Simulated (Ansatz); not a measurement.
# Eu (dhcp type): the cost of one run

Method: DFT PBE, with the methods named in each step, in Ansatz 0.2.0.

3 further runs of the same task are left out: 3 that didn't finish.

## 1. The starting structure

It takes space group P6_3/mmc (No. 194, hexagonal). The conventional cell has a = 3.916 Å, b = 3.916 Å, c = 12.726 Å, α = 90.00°, β = 90.00°, γ = 120.00°. Eu (site symmetry -3m) is surrounded by 12 Eu at 3.90 to 3.92 Å. Around Eu (site symmetry -6m2) lie 12 Eu at 3.90 to 3.92 Å.

As a file:

```xyz
4
Lattice="3.9156 0.0000 0.0000 -1.9578 3.3910 0.0000 0.0000 0.0000 12.7257" Properties=species:S:1:pos:R:3 pbc="T T T"
Eu    0.0000    0.0000    0.0000
Eu    0.0000    0.0000    6.3628
Eu    0.0000    2.2607    3.1814
Eu    1.9578    1.1303    9.5442
```

Whether this phase is the stable one at these pressures isn't tested.

Atoms are numbered in the order of the input: Eu1, Eu2, Eu3, Eu4.

## 2. Cell relaxed at zero pressure, PAW

Input file input.yaml:

```yaml
crystal:
  lattice:
    - [3.9155865102, 0.0, 0.0]
    - [-1.9577932551, 3.3909973885, 0.0]
    - [0.0, 0.0, 12.7256561581]
  atoms:
    - { symbol: Eu, position: [0.0, 0.0, 0.0], spin: 7.0 }
    - { symbol: Eu, position: [0.0, 0.0, 0.5], spin: 7.0 }
    - { symbol: Eu, position: [0.3333333333, 0.6666666667, 0.25], spin: 7.0 }
    - { symbol: Eu, position: [0.6666666667, 0.3333333333, 0.75], spin: 7.0 }
magnetization:
  spin_polarized: true
kpoints:
  mp_grid: { grid: [10, 10, 3] }
scf:
  occupations: { method: fermi_dirac, width: 0.1 }
hamiltonian:
  xc: pbe
  pseudopotentials: { kind: paw }
output:
  forces: true
  stress: true
  write_density: true
  write_potential: true
  elf: true
  volumetric_format: npy
relax:
  f_tol: 0.005
  max_steps: 40
  cell: {}
```

Run with:

```sh
$ ansatz run input.yaml --threads 2 --pin off --max-ram 6144MiB --backend cpu --events-out ev --progress --plain --runs-dir out
```

What time and memory should one allow on 2 threads of Intel Xeon Platinum 8375C at 2.90GHz (Ice Lake), shared host?

About 2 min, with a peak of 0.77 GiB.
